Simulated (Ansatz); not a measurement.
# CdSe (P1) in Ansatz: convergence with xc grid

Aim: find how far xc grid must go before the results for CdSe settle, at LDA. This setting moves, with any that are tied to it; all else stays.

All numbers are computed with Ansatz 0.2.0; they aren't measurements. Logs are shortened: lines on timing, memory, paths and dates and some standing lists are left out, and cuts for length are marked.

## 1. The cell of the first run

The typed cell holds 2 atoms: a = 4.342 Å, b = 4.342 Å, c = 4.342 Å, α = 60.00°, β = 60.00°, γ = 60.00°.

The cell comes from a database or a generator and needn't be the stable form of this composition.

The cell isn't the ideal one: atoms moved at random, drawn with an rms of 0.1 Å.

## 2. With xc grid 1

File input.yaml:

```yaml
crystal:
  lattice:
    - [0.0, 3.0702711986, 3.0702711986]
    - [3.0702711986, 0.0, 3.0702711986]
    - [3.0702711986, 3.0702711986, 0.0]
  atoms:
    - { symbol: Cd, position: [0.00989, -0.0134, -0.000512] }
    - { symbol: Se, position: [0.252365, 0.233496, 0.226496] }
kpoints:
  mp_grid: { grid: [5, 5, 5] }
scf:
  occupations: { method: fermi_dirac, width: 0.05 }
hamiltonian:
  xc: lda
  pseudopotentials: { kind: all_electron, lapw: { basis_error: 0.001 } }
output:
  forces: true
  stress: true
  eigenvalues: true
basis:
  xc_grid: 1
```

Potentials or basis: all-electron LAPW, scalar-relativistic.

On the command line:

```sh
ansatz run input.yaml --threads 1 --pin off --max-ram 3072MiB --backend cpu --events-out ev --progress --plain --runs-dir out
```

Run time: 76 s. Hardware: 1 thread of Intel Xeon at 2.50GHz (Skylake/Cascade Lake), shared host; peak memory 0.43 GiB.

What came out:

```
Free energy            : -218139.9822 eV
Pressure               : -2.9 GPa
Largest force          : 0.632 eV/Å
Band gap on the k mesh : 0.24 eV, direct
```

## 3. With xc grid 2

Edit input.yaml of step 2 so:

```diff
@@ -20,2 +20,2 @@
 basis:
-  xc_grid: 1
+  xc_grid: 2
```

Potentials or basis: all-electron LAPW, scalar-relativistic.

On the command line:

```sh
ansatz run input.yaml --threads 1 --pin off --max-ram 3072MiB --backend cpu --events-out ev --progress --plain --runs-dir out
```

Wall time 77 s (1 thread of Intel Xeon at 2.50GHz (Skylake/Cascade Lake), shared host); peak memory 0.43 GiB.

What came out:

```yaml
Free_energy: -218139.9822 eV
Pressure: -2.9 GPa
Largest_force: 0.632 eV/Å
Band_gap_on_the_k_mesh: 0.24 eV, direct
```

## 4. With xc grid 3

Edit input.yaml of step 3 so:

```diff
@@ -20,2 +20,2 @@
 basis:
-  xc_grid: 2
+  xc_grid: 3
```

On the command line:

```sh
ansatz run input.yaml --threads 1 --pin off --max-ram 3072MiB --backend cpu --events-out ev --progress --plain --runs-dir out
```

It took 78 s on 1 thread of Intel Xeon at 2.50GHz (Skylake/Cascade Lake), shared host; peak memory 0.43 GiB.

The run converged. Its results:

| Quantity | Value |
| --- | --- |
| Free energy | -218139.9822 eV |
| Pressure | -2.9 GPa |
| Largest force | 0.632 eV/Å |
| Band gap on the k mesh | 0.24 eV, direct |

## 5. With xc grid 4

Edit input.yaml of step 4 so:

```diff
@@ -20,2 +20,2 @@
 basis:
-  xc_grid: 3
+  xc_grid: 4
```

Potentials or basis: all-electron LAPW, scalar-relativistic.

On the command line:

```sh
ansatz run input.yaml --threads 1 --pin off --max-ram 3072MiB --backend cpu --events-out ev --progress --plain --runs-dir out
```

Log:

```text
Warning: RAYON_NUM_THREADS=1 ignored (pool sized by the plan → 1); use --threads N
LAPW: plane waves up to 8.859 Å⁻¹, error target 1.0e-3 eV per atom; small_component_spin mean_spin; Se in spheres of 1.225 Å, 24 of its electrons in bands, Dirac shells []; Cd in spheres of 1.315 Å, 30 of its electrons in bands, Dirac shells [] (how accurate: hamiltonian.pseudopotentials.lapw.basis_error, Limitations)
Engine: ansatz 0.2.0, x86_64-unknown-linux-gnu
Pseudopotentials: kind: all_electron
Pseudopotential: Cd, LAPW, valence charge 30, lapw/all_electron/scalar/gaussian/Cd, Koelling and Harmon's equation, gaussian nucleus
Pseudopotential: Se, LAPW, valence charge 24, lapw/all_electron/scalar/gaussian/Se, Koelling and Harmon's equation, gaussian nucleus
Functional definition: SPW92
  exchange = slater_x
  correlation = pw_c
Crystal: 2 atoms, lattice volume = 57.884 Å³
Basis set: ecut = 298.9904415887644 eV, 645 PW (Γ), exchange–correlation at level 4
Bands: 33, of which v1, the nominal top of the filled ones, is band 27 counted from 1 (26 counted from 0)
Symmetry: 1 space group operations
Space group: P1 (ITA 1), of the structure as read, at distance tolerance 3.9e-5 Å
k-points: 63 of 125 (time reversal used)
Non-local potential: Cd, projectors of the file, none
Non-local potential: Se, projectors of the file, none
Initial density: superposition of atomic densities (chi_scale 0.1, normalization cell, long waves kept (reshape's long-wave potential 0.00 eV rms))
Initial wavefunctions: plane waves of lowest kinetic energy (no species holds an atomic orbital)
Functional: x = slater, c = lda
iter 1 solved again at ethr=1.81e-3 eV; its pass at ethr=1.00e-1 eV (dr2=9.75e-1 eV) is discarded
SCF iter   1: F=—  HF=-218140.369389 eV  |F-HF|=—  |Δ(HF+E_count)|=         —  Δρ=2.80e-2  dr2=9.76e-1  ethr=1.81e-3  ⟨swp⟩=2.0  Hψ=12633  notcnv=0
preconditioner: auto → none  [insulator: Δε(μ)=0.813 eV  Ē_g=13.057 eV  σ=0.050 eV  W_gap=1.00  n_scr=14 (ndim 8)  ℏωp=20.7 eV  f_vac=0.289  D(μ)=0.00/eV (n_scr^D=0)  ε∞_Penn≈3.5]
iter 2 solved again at ethr=5.56e-5 eV; its pass at ethr=1.81e-3 eV (dr2=3.00e-2 eV) is discarded
SCF iter   2: F=—  HF=-218140.031775 eV  |F-HF|=—  |Δ(HF+E_count)|=   3.38e-1  Δρ=7.93e-3  dr2=3.01e-2  ethr=5.56e-5  ⟨swp⟩=2.0  Hψ=10437  notcnv=0
SCF iter   3: F=—  HF=-218139.985864 eV  |F-HF|=—  |Δ(HF+E_count)|=   4.59e-2  Δρ=4.37e-3  dr2=1.12e-2  ethr=5.56e-5  ⟨swp⟩=2.1  Hψ=6311  notcnv=0
SCF iter   4: F=—  HF=-218139.982473 eV  |F-HF|=—  |Δ(HF+E_count)|=   3.39e-3  Δρ=1.20e-3  dr2=7.23e-4  ethr=2.08e-5  ⟨swp⟩=2.0  Hψ=5923  notcnv=0
SCF iter   5: F=—  HF=-218139.982202 eV  |F-HF|=—  |Δ(HF+E_count)|=   2.71e-4  Δρ=1.52e-4  dr2=7.42e-6  ethr=1.34e-6  ⟨swp⟩=2.0  Hψ=5923  notcnv=0
SCF iter   6: F=—  HF=-218139.982198 eV  |F-HF|=—  |Δ(HF+E_count)|=   3.54e-6  Δρ=3.45e-5  dr2=3.72e-7  ethr=1.37e-8  ⟨swp⟩=2.0  Hψ=5923  notcnv=0
SCF iter   7: F=-218139.982198 eV  HF=-218139.982198 eV  |F-HF|=5.09e-9  |Δ(HF+E_count)|=   9.26e-8  Δρ=6.05e-6  dr2=1.18e-8  ethr=6.89e-10  ⟨swp⟩=3.0  Hψ=6018  notcnv=0
SCF 1 converged in 7 iterations: F = -218139.982198 eV  dr2 = 1.18e-8
SCF converged after 7 iterations
Free energy (F): -218139.982198 eV
Harris-Foulkes:  -218139.982198 eV  (|F-HF|=5.09e-9)
Internal energy: -218139.981553 eV  (E = F + TS)
E sigma→0 (E₀):  -218139.981875 eV
Entropy (-TS):   -0.000645 eV (-0.323 meV/atom)
Fermi energy:    7.624530 eV
--- Per-component energies (eV) ---
  E_band       = -5936.838294
  E_kinetic    = 226868.988306
  E_xc         = -6379.483774
  E_electrostatic = -438629.486085  (all electrons and nuclei)
  E_smearing   = -0.000645  (= −TS)
  E_closure    = 0.000000  (closes the sum)
  E_atoms      = -218133.300458  (free atoms, spherical and without spin; not in F)
  Σ components = -218139.982198   (vs F -218139.982198, Δ=0.00e0)
  Basis errors (estimates in eV, not in F): energy 4.4e-4 per atom: plane waves 4.1e-4 (2.4e-4 summed), levels above the bands 9.3e-87, relativity 4.2e-9, radial functions 3.4e-5, core shells 3.0e-8; eigenvalues (radial functions only) 9.2e-7; not estimated: angular momenta, meshes, grids; target (lapw.basis_error) 1.0e-3; muffin-tin radii Se 1.225 Å, Cd 1.315 Å
--- Forces (eV/Å), atoms counted from 1 ---
  atom   1  Cd    -0.38482978    -0.43132134    -0.25455769
  atom   2  Se     0.38481358     0.43130283     0.25454825
  max |Σ_I F_I| component: 1.85e-5 eV/Å
--- Stress (GPa, compression-positive) ---
       -2.883758       0.766459       1.304606
        0.766459      -2.926891       1.161208
        1.304606       1.161208      -2.781720
  P = ⅓ Tr σ = -2.8641 GPa (-28.641 kbar)
--- Band table (eV; the first three rows and the last of 63) ---
  k-point 0: bands = ["-381.7902", "-381.7897", "-381.7776", "-381.7719", "-381.7688", "-198.5524", "-138.6011", "-138.5856", "-138.5787", "-93.9179", "-55.0778", "-55.0758", "-55.0743", "-39.3563", "-39.3508", "-39.3443", "-39.3319", "-39.3316", "-5.1030", "-0.4971", "-0.4096", "-0.3666", "-0.0750", "-0.0722", "7.3151", "7.4669", "7.4896", "7.7288", "13.1937", "13.2058", "13.3675", "16.7697", "18.4471"]
  k-point 1: bands = ["-381.7902", "-381.7897", "-381.7776", "-381.7719", "-381.7688", "-198.5524", "-138.6011", "-138.5856", "-138.5787", "-93.9179", "-55.0779", "-55.0759", "-55.0743", "-39.3564", "-39.3508", "-39.3443", "-39.3319", "-39.3316", "-4.9866", "-0.4611", "-0.3872", "-0.2487", "-0.0741", "-0.0667", "5.3934", "7.0641", "7.2441", "9.2315", "12.9289", "13.4846", "13.7942", "17.3299", "17.4304"]
  k-point 2: bands = ["-381.7902", "-381.7897", "-381.7776", "-381.7719", "-381.7688", "-198.5524", "-138.6011", "-138.5856", "-138.5787", "-93.9179", "-55.0779", "-55.0760", "-55.0744", "-39.3564", "-39.3508", "-39.3443", "-39.3319", "-39.3315", "-4.7947", "-0.4103", "-0.3644", "-0.0651", "-0.0422", "0.1127", "3.5980", "6.6804", "6.9289", "9.4676", "13.4808", "13.9553", "14.1510", "16.9269", "18.4623"]
  k-point 62: bands = ["-381.7902", "-381.7897", "-381.7776", "-381.7719", "-381.7688", "-198.5524", "-138.6011", "-138.5856", "-138.5787", "-93.9179", "-55.0779", "-55.0760", "-55.0745", "-39.3564", "-39.3508", "-39.3443", "-39.3319", "-39.3315", "-4.7008", "-0.3394", "-0.2714", "-0.1002", "-0.0512", "0.2613", "3.3893", "5.3868", "6.5584", "10.8188", "13.0385", "14.2725", "14.4977", "17.2755", "18.3777"]
```

It took 77 s on 1 thread of Intel Xeon at 2.50GHz (Skylake/Cascade Lake), shared host; peak memory 0.43 GiB.

Results:

| Item | Value |
| --- | --- |
| Free energy | -218139.9822 eV |
| Pressure | -2.9 GPa |
| Largest force | 0.632 eV/Å |
| Band gap on the k mesh | 0.24 eV, direct |

## 6. Result

```tsv
xc grid	energy less the tightest run, at zero smearing (meV/atom)	SCF cycles	CPU time (s)	peak memory (GiB)
1	0.00	7	74	0.43
2	0.00	7	75	0.43
3	0.00	7	77	0.43
4	0.00	7	75	0.43
```

Against the tightest run, the energy stays within 1 meV/atom from 1 on. The tightest run that finished is the yardstick and may itself not be fully converged.
